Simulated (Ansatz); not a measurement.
**K started on a Ta site and Ta started on a K site, 3.45 Å apart at the start in cubic perovskite KTaO3, 40 atoms, charge 0**

Computed with DFT, PBEsol, PAW, plane waves (Ansatz 0.2.0).

Input:

```yaml
crystal:
  lattice:
    - [7.970878, 0.000000, 0.000000]
    - [0.000000, 7.970878, 0.000000]
    - [0.000000, 0.000000, 7.970878]
  atoms:
    - { symbol: Ta, position: [0.999531, 0.997904, 0.003688] }
    - { symbol: Ta, position: [0.250508, 0.251608, 0.748668] }
    - { symbol: Ta, position: [0.246729, 0.750352, 0.252002] }
    - { symbol: Ta, position: [0.255611, 0.751618, 0.745899] }
    - { symbol: Ta, position: [0.750863, 0.251460, 0.253183] }
    - { symbol: Ta, position: [0.752131, 0.251395, 0.752935] }
    - { symbol: Ta, position: [0.749374, 0.750665, 0.249035] }
    - { symbol: Ta, position: [0.752947, 0.746737, 0.754038] }
    - { symbol: K, position: [0.998493, 0.996604, 0.501188] }
    - { symbol: K, position: [0.005944, 0.499824, 0.001739] }
    - { symbol: K, position: [0.997910, 0.498201, 0.502780] }
    - { symbol: K, position: [0.503047, 0.995059, 0.996715] }
    - { symbol: K, position: [0.497010, 0.999713, 0.506713] }
    - { symbol: K, position: [0.498408, 0.495549, 0.000217] }
    - { symbol: K, position: [0.495416, 0.500560, 0.501798] }
    - { symbol: K, position: [0.245956, 0.251345, 0.251559] }
    - { symbol: O, position: [0.252664, 0.250467, 0.001694] }
    - { symbol: O, position: [0.250361, 0.250615, 0.498559] }
    - { symbol: O, position: [0.249453, 0.753435, 0.004905] }
    - { symbol: O, position: [0.249169, 0.752808, 0.498838] }
    - { symbol: O, position: [0.754711, 0.250742, 0.998511] }
    - { symbol: O, position: [0.751349, 0.249935, 0.497632] }
    - { symbol: O, position: [0.752404, 0.749081, 0.003335] }
    - { symbol: O, position: [0.747586, 0.750489, 0.496208] }
    - { symbol: O, position: [0.001162, 0.250768, 0.248346] }
    - { symbol: O, position: [0.995776, 0.253767, 0.752520] }
    - { symbol: O, position: [0.001530, 0.746831, 0.248680] }
    - { symbol: O, position: [0.999149, 0.749220, 0.748967] }
    - { symbol: O, position: [0.500895, 0.248954, 0.252532] }
    - { symbol: O, position: [0.502456, 0.248739, 0.751240] }
    - { symbol: O, position: [0.500002, 0.748909, 0.249159] }
    - { symbol: O, position: [0.502395, 0.750957, 0.748208] }
    - { symbol: O, position: [0.248887, 0.999181, 0.251742] }
    - { symbol: O, position: [0.249033, 0.999226, 0.752430] }
    - { symbol: O, position: [0.251825, 0.497319, 0.250096] }
    - { symbol: O, position: [0.251709, 0.497329, 0.745920] }
    - { symbol: O, position: [0.747806, 0.999797, 0.248645] }
    - { symbol: O, position: [0.752791, 0.001061, 0.748266] }
    - { symbol: O, position: [0.747102, 0.500498, 0.248796] }
    - { symbol: O, position: [0.747112, 0.497800, 0.747553] }
  symmetry: { detect: false }
kpoints:
  mp_grid: { grid: [1, 1, 1], shift: [0.25, 0.25, 0.25] }
hamiltonian:
  xc: pbesol
scf:
  occupations: { method: fermi_dirac, width: 0.01 }
relax:
  f_tol: 0.03
  max_steps: 80
  escape_saddle: false
  adjacent_minimum: "off"
output:
  forces: true
  eigenvalues: true
  populations: true
```

Command:

```sh
ansatz run in.yaml --threads 8 --pin off --max-ram 13300MiB --runs-dir r --events-out ev --progress --plain
```

The program printed, less machine lines and repeats, with […] for rows cut from tables:

```
Pseudopotentials: kind: paw
Functional definition: PBEsol
  exchange = pbesol_x
  correlation = pbesol_c
Crystal: 40 atoms, lattice volume = 506.429 Å³
Basis set: ecut = 420 eV, 9843 PW (Γ), exchange–correlation on 108×108×108 points (8 copies of the dense FFT grid, shifted against one another)
Bands: 200, of which v1, the nominal top of the filled ones, is band 160 counted from 1 (159 counted from 0)
Symmetry: 1 space group operations
k-points: 1
Non-local potential: Ta, projectors of the file, l = 0: 3, l = 1: 2, l = 2: 2, l = 3: 1
Non-local potential: K, projectors of the file, l = 0: 3, l = 1: 2, l = 2: 2
Non-local potential: O, projectors of the file, l = 0: 2, l = 1: 2, l = 2: 1
PAW form: soft (Blöchl's): semilocal exchange-correlation on the pseudo side does not see the compensation charge
PAW frozen core: Ta, regenerated for the run's functional, and the local potential with it (the file was generated under x = pbe(κ = 0.804, μ = 0.2195149727645171), c = pbe(β = 0.06672455060314922))
PAW frozen core: K, regenerated for the run's functional, and the local potential with it (the file was generated under x = pbe(κ = 0.804, μ = 0.2195149727645171), c = pbe(β = 0.06672455060314922))
PAW frozen core: O, regenerated for the run's functional, and the local potential with it (the file was generated under x = pbe(κ = 0.804, μ = 0.2195149727645171), c = pbe(β = 0.06672455060314922))
PAW one-centre angular grid: Ta, 590 points (default); XC on 64 Gauss nodes
PAW one-centre angular grid: K, 110 points (default); XC on 64 Gauss nodes
PAW one-centre angular grid: O, 110 points (default); XC on 64 Gauss nodes
Initial density: superposition of atomic densities (neutral atoms: chi_scale 0, normalization atom), corrected by the library's trained network
Initial wavefunctions: pseudopotential atomic-orbital guess
Functional: x = pbesol(κ = 0.804, μ = 0.12345679012345678), c = pbesol(β = 0.046)
SCF iter   1: F=—  HF=-104065.603954 eV  |F-HF|=—  |Δ(HF+E_count)|=         —  Δρ=6.64e-2  dr2=5.94e1  ethr=1.77e-3  ⟨swp⟩=6.0  Hψ=829  notcnv=0  defer=4
preconditioner: auto → LDOS  [insulator: Δε(μ)=0.071 eV  Ē_g=12.133 eV  σ=0.010 eV  W_gap=0.94  n_scr=146 (ndim 8)  ℏωp=25.7 eV  f_vac=0.011  D(μ)=12.71/eV (n_scr^D=80)  ε∞_Penn≈5.5  β→1.0]
SCF iter   2: F=—  HF=-104067.283120 eV  |F-HF|=—  |Δ(HF+E_count)|=    1.68e0  Δρ=5.10e-2  dr2=2.13e1  ethr=1.77e-3  ⟨swp⟩=3.0  Hψ=404  notcnv=0  defer=32
preconditioner: auto → Resta (q_TF=auto, 2.527 Å⁻¹)  ε∞=5.2  [insulator: Δε(μ)=0.702 eV  Ē_g=12.549 eV  σ=0.010 eV  W_gap=1.00  n_scr=146 (ndim 8)  ℏωp=25.7 eV  f_vac=0.008  D(μ)=0.00/eV (n_scr^D=0)  ε∞_Penn≈5.2  β→0.5]
SCF iter   3: F=—  HF=-104066.544125 eV  |F-HF|=—  |Δ(HF+E_count)|=   7.39e-1  Δρ=3.74e-2  dr2=1.82e1  ethr=1.77e-3  ⟨swp⟩=2.0  Hψ=328  notcnv=0  defer=32
SCF iter   4: F=—  HF=-104065.509062 eV  |F-HF|=—  |Δ(HF+E_count)|=    1.04e0  Δρ=2.79e-2  dr2=1.13e1  ethr=1.77e-3  ⟨swp⟩=2.0  Hψ=235  notcnv=0  defer=30
SCF iter   5: F=—  HF=-104064.784531 eV  |F-HF|=—  |Δ(HF+E_count)|=   7.25e-1  Δρ=1.89e-2  dr2=4.86e0  ethr=1.77e-3  ⟨swp⟩=2.0  Hψ=173  notcnv=0  defer=30
SCF iter   6: F=—  HF=-104066.156431 eV  |F-HF|=—  |Δ(HF+E_count)|=    1.37e0  Δρ=7.91e-2  dr2=9.10e1  ethr=1.52e-3  ⟨swp⟩=2.0  Hψ=237  notcnv=0  defer=32  recentre
SCF iter   7: F=—  HF=-104065.750731 eV  |F-HF|=—  |Δ(HF+E_count)|=   4.06e-1  Δρ=7.11e-2  dr2=7.30e1  ethr=1.52e-3  ⟨swp⟩=1.0  Hψ=168  notcnv=0  defer=32
[…]
relax step   1: F+E_penalty+E_count = -104064.60374258 eV  Δ(F+E_penalty+E_count) = +0.000e0 eV  max|allowed force component| = 8.024e0 eV/Å  Δτ_max = 0.0000 Å  (25 SCF iters, dr2 threshold 2.25e-5 eV, accepted)
Initial density: handed on by an earlier stage of this run
Initial wavefunctions: those handed on with the density
preconditioner: auto → Resta (q_TF=auto, 2.527 Å⁻¹)  ε∞=5.1  [insulator: Δε(μ)=1.754 eV  Ē_g=12.640 eV  σ=0.010 eV  W_gap=1.00  n_scr=146 (ndim 8)  ℏωp=25.7 eV  f_vac=0.010  D(μ)=0.00/eV (n_scr^D=0)  ε∞_Penn≈5.1]
relax step   2: F+E_penalty+E_count = -104071.24432651 eV  Δ(F+E_penalty+E_count) = -6.641e0 eV  max|allowed force component| = 4.105e0 eV/Å  Δτ_max = 0.1970 Å  (9 SCF iters, dr2 threshold 1.00e-4 eV, accepted)
preconditioner: auto → Resta (q_TF=auto, 2.527 Å⁻¹)  ε∞=5.1  [insulator: Δε(μ)=1.528 eV  Ē_g=12.747 eV  σ=0.010 eV  W_gap=1.00  n_scr=146 (ndim 8)  ℏωp=25.7 eV  f_vac=0.011  D(μ)=0.00/eV (n_scr^D=0)  ε∞_Penn≈5.1]
relax step   3: F+E_penalty+E_count = -104074.72731397 eV  Δ(F+E_penalty+E_count) = -3.483e0 eV  max|allowed force component| = 3.717e0 eV/Å  Δτ_max = 0.1971 Å  (7 SCF iters, dr2 threshold 1.00e-4 eV, accepted)
preconditioner: auto → Resta (q_TF=auto, 2.527 Å⁻¹)  ε∞=4.9  [insulator: Δε(μ)=2.198 eV  Ē_g=12.918 eV  σ=0.010 eV  W_gap=1.00  n_scr=146 (ndim 8)  ℏωp=25.7 eV  f_vac=0.013  D(μ)=0.00/eV (n_scr^D=0)  ε∞_Penn≈4.9]
relax step   4: F+E_penalty+E_count = -104077.72913675 eV  Δ(F+E_penalty+E_count) = -3.002e0 eV  max|allowed force component| = 3.133e0 eV/Å  Δτ_max = 0.2000 Å  (7 SCF iters, dr2 threshold 1.00e-4 eV, accepted)
preconditioner: auto → Resta (q_TF=auto, 2.527 Å⁻¹)  ε∞=4.8  [insulator: Δε(μ)=2.995 eV  Ē_g=13.177 eV  σ=0.010 eV  W_gap=1.00  n_scr=146 (ndim 8)  ℏωp=25.7 eV  f_vac=0.017  D(μ)=0.00/eV (n_scr^D=0)  ε∞_Penn≈4.8]
relax step   5: F+E_penalty+E_count = -104079.43195437 eV  Δ(F+E_penalty+E_count) = -1.703e0 eV  max|allowed force component| = 3.713e0 eV/Å  Δτ_max = 0.1948 Å  (7 SCF iters, dr2 threshold 1.00e-4 eV, accepted)
preconditioner: auto → Resta (q_TF=auto, 2.527 Å⁻¹)  ε∞=4.8  [insulator: Δε(μ)=2.831 eV  Ē_g=13.149 eV  σ=0.010 eV  W_gap=1.00  n_scr=146 (ndim 8)  ℏωp=25.7 eV  f_vac=0.017  D(μ)=0.00/eV (n_scr^D=0)  ε∞_Penn≈4.8]
relax step   6: F+E_penalty+E_count = -104080.10999572 eV  Δ(F+E_penalty+E_count) = -6.780e-1 eV  max|allowed force component| = 1.141e0 eV/Å  Δτ_max = 0.2000 Å  (7 SCF iters, dr2 threshold 1.00e-4 eV, accepted)
preconditioner: auto → Resta (q_TF=auto, 2.527 Å⁻¹)  ε∞=4.8  [insulator: Δε(μ)=2.926 eV  Ē_g=13.127 eV  σ=0.010 eV  W_gap=1.00  n_scr=146 (ndim 8)  ℏωp=25.7 eV  f_vac=0.018  D(μ)=0.00/eV (n_scr^D=0)  ε∞_Penn≈4.8]
relax step   7: F+E_penalty+E_count = -104080.77033289 eV  Δ(F+E_penalty+E_count) = -6.603e-1 eV  max|allowed force component| = 1.094e0 eV/Å  Δτ_max = 0.1918 Å  (7 SCF iters, dr2 threshold 1.00e-4 eV, accepted)
preconditioner: auto → Resta (q_TF=auto, 2.527 Å⁻¹)  ε∞=4.8  [insulator: Δε(μ)=3.103 eV  Ē_g=13.148 eV  σ=0.010 eV  W_gap=1.00  n_scr=146 (ndim 8)  ℏωp=25.7 eV  f_vac=0.020  D(μ)=0.00/eV (n_scr^D=0)  ε∞_Penn≈4.8]
relax step   8: F+E_penalty+E_count = -104081.00446378 eV  Δ(F+E_penalty+E_count) = -2.341e-1 eV  max|allowed force component| = 2.668e0 eV/Å  Δτ_max = 0.1947 Å  (7 SCF iters, dr2 threshold 1.00e-4 eV, accepted)
preconditioner: auto → Resta (q_TF=auto, 2.527 Å⁻¹)  ε∞=4.9  [insulator: Δε(μ)=2.948 eV  Ē_g=13.006 eV  σ=0.010 eV  W_gap=1.00  n_scr=146 (ndim 8)  ℏωp=25.6 eV  f_vac=0.019  D(μ)=0.00/eV (n_scr^D=0)  ε∞_Penn≈4.9]
relax step   9: F+E_penalty+E_count = -104081.51439687 eV  Δ(F+E_penalty+E_count) = -5.099e-1 eV  max|allowed force component| = 1.506e0 eV/Å  Δτ_max = 0.2000 Å  (7 SCF iters, dr2 threshold 1.00e-4 eV, accepted)
preconditioner: auto → Resta (q_TF=auto, 2.527 Å⁻¹)  ε∞=4.9  [insulator: Δε(μ)=3.082 eV  Ē_g=13.012 eV  σ=0.010 eV  W_gap=1.00  n_scr=146 (ndim 8)  ℏωp=25.6 eV  f_vac=0.018  D(μ)=0.00/eV (n_scr^D=0)  ε∞_Penn≈4.9]
relax step  10: F+E_penalty+E_count = -104081.85511227 eV  Δ(F+E_penalty+E_count) = -3.407e-1 eV  max|allowed force component| = 4.839e-1 eV/Å  Δτ_max = 0.1951 Å  (7 SCF iters, dr2 threshold 1.00e-4 eV, accepted)
preconditioner: auto → Resta (q_TF=auto, 2.527 Å⁻¹)  ε∞=4.9  [insulator: Δε(μ)=3.051 eV  Ē_g=13.006 eV  σ=0.010 eV  W_gap=1.00  n_scr=146 (ndim 8)  ℏωp=25.6 eV  f_vac=0.017  D(μ)=0.00/eV (n_scr^D=0)  ε∞_Penn≈4.9]
relax step  11: F+E_penalty+E_count = -104082.03665332 eV  Δ(F+E_penalty+E_count) = -1.815e-1 eV  max|allowed force component| = 2.221e-1 eV/Å  Δτ_max = 0.2000 Å  (7 SCF iters, dr2 threshold 2.42e-5 eV, accepted)
preconditioner: auto → Resta (q_TF=auto, 2.527 Å⁻¹)  ε∞=4.9  [insulator: Δε(μ)=3.223 eV  Ē_g=13.004 eV  σ=0.010 eV  W_gap=1.00  n_scr=146 (ndim 8)  ℏωp=25.6 eV  f_vac=0.017  D(μ)=0.00/eV (n_scr^D=0)  ε∞_Penn≈4.9]
relax step  12: F+E_penalty+E_count = -104082.12445374 eV  Δ(F+E_penalty+E_count) = -8.780e-2 eV  max|allowed force component| = 6.354e-1 eV/Å  Δτ_max = 0.1951 Å  (7 SCF iters, dr2 threshold 5.10e-6 eV, accepted)
preconditioner: auto → Resta (q_TF=auto, 2.527 Å⁻¹)  ε∞=4.9  [insulator: Δε(μ)=3.156 eV  Ē_g=13.007 eV  σ=0.010 eV  W_gap=1.00  n_scr=146 (ndim 8)  ℏωp=25.6 eV  f_vac=0.017  D(μ)=0.00/eV (n_scr^D=0)  ε∞_Penn≈4.9]
[…]
SCF 13 converged in 7 iterations: F = -104082.204229 eV  dr2 = 5.32e-6
  greatest PAW one-centre occupation: 1.000 electrons in one spin orbital (limit 2), on the Ta atom at site 0 (counted from 0), in its partial waves of l = 0
relax step  13: F+E_penalty+E_count = -104082.20422861 eV  Δ(F+E_penalty+E_count) = -7.977e-2 eV  max|allowed force component| = 2.182e-1 eV/Å  Δτ_max = 0.2000 Å  (7 SCF iters, dr2 threshold 8.50e-5 eV, accepted)
[…]
preconditioner: auto → Resta (q_TF=auto, 2.527 Å⁻¹)  ε∞=4.9  [insulator: Δε(μ)=3.097 eV  Ē_g=12.992 eV  σ=0.010 eV  W_gap=1.00  n_scr=146 (ndim 8)  ℏωp=25.6 eV  f_vac=0.018  D(μ)=0.00/eV (n_scr^D=0)  ε∞_Penn≈4.9]
[…]
SCF 14 converged in 6 iterations: F = -104082.213025 eV  dr2 = 4.31e-6
relax step  14: F+E_penalty+E_count = -104082.21302456 eV  Δ(F+E_penalty+E_count) = -8.796e-3 eV  max|allowed force component| = 6.802e-2 eV/Å  Δτ_max = 0.0327 Å  (6 SCF iters, dr2 threshold 5.61e-6 eV, accepted)
[…]
preconditioner: auto → Resta (q_TF=auto, 2.527 Å⁻¹)  ε∞=4.9  [insulator: Δε(μ)=3.106 eV  Ē_g=12.989 eV  σ=0.010 eV  W_gap=1.00  n_scr=146 (ndim 8)  ℏωp=25.6 eV  f_vac=0.018  D(μ)=0.00/eV (n_scr^D=0)  ε∞_Penn≈4.9]
SCF iter   2: F=—  HF=-104082.211868 eV  |F-HF|=—  |Δ(HF+E_count)|=   3.04e-4  Δρ=3.15e-4  dr2=3.66e-4  ethr=5.19e-7  ⟨swp⟩=3.0  Hψ=362  notcnv=0  defer=32
SCF iter   3: F=—  HF=-104082.211838 eV  |F-HF|=—  |Δ(HF+E_count)|=   2.98e-5  Δρ=1.62e-4  dr2=1.31e-4  ethr=1.14e-7  ⟨swp⟩=2.0  Hψ=302  notcnv=0  defer=32
SCF iter   4: F=—  HF=-104082.211771 eV  |F-HF|=—  |Δ(HF+E_count)|=   6.67e-5  Δρ=3.77e-5  dr2=7.56e-6  ethr=4.09e-8  ⟨swp⟩=2.0  Hψ=275  notcnv=0  defer=32
SCF iter   5: F=—  HF=-104082.213933 eV  |F-HF|=—  |Δ(HF+E_count)|=   2.16e-3  Δρ=1.96e-5  dr2=1.52e-6  ethr=2.36e-9  ⟨swp⟩=2.0  Hψ=327  notcnv=0  defer=32
SCF iter   6: F=—  HF=-104082.213933 eV  |F-HF|=—  |Δ(HF+E_count)|=   8.03e-8  Δρ=8.24e-6  dr2=2.56e-7  ethr=4.76e-10  ⟨swp⟩=2.0  Hψ=287  notcnv=0  defer=32
SCF iter   7: F=-104082.213933 eV  HF=-104082.213933 eV  |F-HF|=4.22e-10  |Δ(HF+E_count)|=   5.46e-8  Δρ=2.13e-6  dr2=2.46e-8  ethr=3.13e-11  ⟨swp⟩=11.0  Hψ=861  notcnv=0
SCF 15 converged in 7 iterations: F = -104082.213933 eV  dr2 = 2.46e-8
relax step  15: F+E_penalty+E_count = -104082.21393299 eV  Δ(F+E_penalty+E_count) = -9.084e-4 eV  max|allowed force component| = 2.494e-2 eV/Å  Δτ_max = 0.0103 Å  (7 SCF iters, accepted)
SCF converged after 7 iterations
Free energy (F): -104082.213933 eV
Harris-Foulkes:  -104082.213933 eV  (|F-HF|=4.22e-10)
Internal energy: -104082.213933 eV  (E = F + TS)
E sigma→0 (E₀):  -104082.213933 eV
Fermi energy:    10.273732 eV
--- Per-component energies (eV) ---
  E_band       = -2019.889684
  E_kinetic    = 9175.602283
  E_local      = -18476.695965  (includes V_loc(G=0)·N_el)
  E_nonlocal   = 1410.955324
  E_hartree    = 6544.049105
  E_xc         = -4561.930193
  E_vxc        = -5196.802954  (∫ρ·V_xc dr)
  E_paw        = -75937.761194  (= ΣΔE_a)
  E_vpaw       = -2021.109367  (= ΣTr[D̂ρ^β])
  E_aug_tail   = 0.059899  (compensation charges beyond the density's cutoff)
  E_ewald      = -22239.912354
  E_core_change = 3.419163  (= ΣΔE_core)
  E_smearing   = -0.000000  (= −TS)
  E_closure    = -0.000000  (closes the sum)
  Σ components = -104082.213933   (vs F -104082.213933, Δ=0.00e0)
--- Forces (eV/Å), atoms counted from 1 ---
  atom   1  Ta     0.00800420     0.02494077    -0.00765581
  atom   2  Ta     0.00262455     0.01252331    -0.00614571
  atom   3  Ta    -0.00563180    -0.00122124     0.00067771
  atom   4  Ta     0.00271125    -0.00406053    -0.00233735
  atom   5  Ta    -0.00755938     0.01025009    -0.00330206
  atom   6  Ta    -0.00490629     0.00342979     0.00471662
  atom   7  Ta    -0.00464288     0.00361019    -0.00978301
  atom   8  Ta    -0.00208104     0.00303869     0.00127663
  atom   9  K      0.00080588    -0.00077445     0.00071464
  atom  10  K     -0.00301289    -0.00454708    -0.00157341
  atom  11  K     -0.00079129    -0.00150229     0.00366658
  atom  12  K     -0.00037667     0.00174461    -0.00408458
  atom  13  K     -0.00105629     0.00077880     0.00352261
  atom  14  K      0.00216996    -0.00065602     0.00056398
  atom  15  K      0.00376946    -0.00298700     0.00266795
  atom  16  K      0.00000350     0.00082126     0.00017780
  atom  17  O     -0.01175801    -0.02186721     0.00061808
  atom  18  O     -0.00228613    -0.01356921    -0.00161547
  atom  19  O      0.00136855    -0.00126531     0.00119559
  atom  20  O      0.00008439    -0.00153431    -0.00450878
  atom  21  O      0.00185635     0.00008877     0.00009819
  atom  22  O      0.00265478    -0.00391497    -0.00527336
  atom  23  O     -0.00154238     0.00016252     0.00563475
  atom  24  O     -0.00148148    -0.00043282    -0.00340458
  atom  25  O      0.00147730     0.00191177    -0.00095596
  atom  26  O     -0.00436956    -0.00349878     0.00280074
  atom  27  O     -0.00462454    -0.01389680     0.00669001
  atom  28  O     -0.00054369     0.00135910     0.00020820
  atom  29  O      0.00063032    -0.00512633    -0.00163681
  atom  30  O      0.00683069    -0.00139516     0.00277019
  atom  31  O      0.01172771    -0.00304936    -0.00042531
  atom  32  O      0.00128006     0.00083151    -0.00096667
  atom  33  O      0.00715577    -0.00342220     0.00224798
  atom  34  O      0.00281399     0.00215012     0.00446935
  atom  35  O     -0.00464240     0.00752718     0.00169886
  atom  36  O     -0.00009813     0.01371472     0.00351115
  atom  37  O      0.00125948    -0.00832280     0.00413499
  atom  38  O     -0.00121479    -0.01386466    -0.00063253
  atom  39  O      0.00220095     0.01089515     0.00092964
  atom  40  O      0.00121592     0.01109110    -0.00067455
  max |Σ_I F_I| component: 3.91e-5 eV/Å
--- Band table (eV) ---
  k-point 0: bands = ["-59.0560", "-58.9780", "-58.6937", "-58.6694", "-58.3981", "-58.2910", "-58.0776", "-58.0479", "-25.9051", "-25.7416", "-25.6653", "-25.6136", "-25.5745", "-25.5484", "-25.3169", "-25.3152", "-25.2842", "-25.2705", "-25.2410", "-25.2303", "-25.1071", "-25.0370", "-25.0366", "-25.0286", "-25.0137", "-25.0046", "-24.8674", "-24.8376", "-24.8066", "-24.7486", "-24.6936", "-24.6 …
--- Relaxed structure (15 steps of the walk, 15 accepted, 0 SCFs on fresh bases) ---
  F+E_penalty+E_count = -104082.21393299 eV   max|allowed force component| = 2.494e-2 eV/Å
  atoms:
    - { symbol: Ta, position: [1.1158797087656689, 1.0068632342494548, 0.04662912793224825] }
    - { symbol: Ta, position: [0.250412620203862, 0.2543718917641383, 0.7535246203796586] }
    - { symbol: Ta, position: [0.26896069515815346, 0.7454700358961751, 0.2682008088712018] }
    - { symbol: Ta, position: [0.2515058662190638, 0.7485923480243808, 0.7552501761605112] }
    - { symbol: Ta, position: [0.7514031419840946, 0.2581720403072802, 0.24852653380676945] }
    - { symbol: Ta, position: [0.7541670315611235, 0.2539214807723735, 0.7546284036428392] }
    - { symbol: Ta, position: [0.7607537653670015, 0.7610329728911845, 0.24649326858861131] }
    - { symbol: Ta, position: [0.7532622636785271, 0.7521854280074093, 0.7523156788355861] }
    - { symbol: K, position: [0.9893546431853821, 0.9988740274988462, 0.5043785957863242] }
    - { symbol: K, position: [-0.0006907417049142637, 0.4994839103493989, -0.003688307498792925] }
    - { symbol: K, position: [0.9927154554531347, 0.5024773189133813, 0.514059860474174] }
    - { symbol: K, position: [0.5213110857882424, 1.0108625088749907, 0.997302808600879] }
    - { symbol: K, position: [0.5075928280161409, 1.011976881623075, 0.49630649006018646] }
    - { symbol: K, position: [0.4980437917943611, 0.49250516712608666, 0.002361056728084429] }
    - { symbol: K, position: [0.5117113763087603, 0.4919718240214041, 0.5022051491049925] }
    - { symbol: K, position: [0.23791478395712065, 0.27929827073060276, 0.2864407706143171] }
    - { symbol: O, position: [0.24463638027346354, 0.21166053264397972, -0.005192609563997324] }
    - { symbol: O, position: [0.24003217603121604, 0.17136832863101106, 0.5452400542453432] }
    - { symbol: O, position: [0.24830724626464432, 0.7561242709641632, 0.0017883410839077205] }
    - { symbol: O, position: [0.24182737539903248, 0.7753618918278157, 0.5073453470168113] }
    - { symbol: O, position: [0.7364000732906091, 0.26422195136128707, 0.9895164571875834] }
    - { symbol: O, position: [0.7734382408906618, 0.249761108314811, 0.49309757018021017] }
    - { symbol: O, position: [0.7331349573303618, 0.7446651411731797, -0.005352903775841788] }
    - { symbol: O, position: [0.7615780225884644, 0.748981193767608, 0.4923755022433493] }
    - { symbol: O, position: [-0.026359875401947806, 0.1533387936827451, 0.16029299833443328] }
    - { symbol: O, position: [0.994937416427152, 0.2696394758809162, 0.7599746047730134] }
    - { symbol: O, position: [-0.0005679151638114853, 0.8214391940626606, 0.201222042468826] }
    - { symbol: O, position: [0.9925113916158637, 0.7314478432450868, 0.7535057314406075] }
    - { symbol: O, position: [0.5276893661687979, 0.27500657287869484, 0.2468518315367932] }
    - { symbol: O, position: [0.4967984953771564, 0.24337099249919916, 0.7471370185651732] }
    - { symbol: O, position: [0.5036995681247388, 0.7131344206165449, 0.25620590446369096] }
    - { symbol: O, position: [0.4903354665585468, 0.765547625847794, 0.7414439476695182] }
    - { symbol: O, position: [0.2761165458827608, 0.9889748092674753, 0.21692082621629188] }
    - { symbol: O, position: [0.18775814778408736, 0.9880194979726117, 0.801629253319373] }
    - { symbol: O, position: [0.16972637339680505, 0.5463931223807211, 0.2545392316170759] }
    - { symbol: O, position: [0.25415003402887576, 0.5020514450859814, 0.7435273739571946] }
    - { symbol: O, position: [0.715504828321231, 0.9927732031537236, 0.2526721450240057] }
    - { symbol: O, position: [0.75541320451008, 0.00019582111027967842, 0.7481939078974393] }
    - { symbol: O, position: [0.7945344654169506, 0.5017224212615947, 0.24713807467413684] }
    - { symbol: O, position: [0.7313046991485368, 0.5032630013199334, 0.7399313073374701] }
--- Löwdin populations: 40 sites ---
  site symbol       q [e]
     0     Ta     11.3380
     1     Ta     11.4529
[…]
    38      O      6.7693
    39      O      6.7524
  spilling = 0.005331 (of n_electrons = 320.000000)
```

Absolute energies hang on the potentials; compare differences alone.

One k point and one spin start were run, so the state needn't be the lowest, and an added charge can sit in a band of the host.

Time: 35 s of wall time on 8 threads of a Platinum 8488C processor, on a host shared with other runs; peak host memory 1 GiB.
